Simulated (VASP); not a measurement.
The system is LiCl.

```
CELL_PARAMETERS angstrom
0.00000 2.53052 2.53052
2.53052 0.00000 2.53052
2.53052 2.53052 0.00000
ATOMIC_POSITIONS crystal
Li 0.00000 0.00000 0.00000
Cl 0.50000 0.50000 0.50000
```

Base run:

* Program: VASP 6.6.1
* Functional: r2SCAN
* Potentials or basis: VASP PAW PBE potentials, release 64 (Li_sv, Cl)
* Cutoff: 520 eV
* k mesh: 10 × 10 × 10
* Occupations: gaussian, width 0.03 eV
* Spin: no spin polarisation

Its results: band gap on the k mesh 7.57 eV, direct.

**Question.** The run is repeated on the same cell with these changes: functional from r2SCAN to PBE. What comes out?

**Answer.** Band gap on the k mesh 6.58 eV, direct.

r2SCAN gives the wider gap, since meta-GGAs in the generalised Kohn-Sham scheme recover part of the derivative discontinuity.
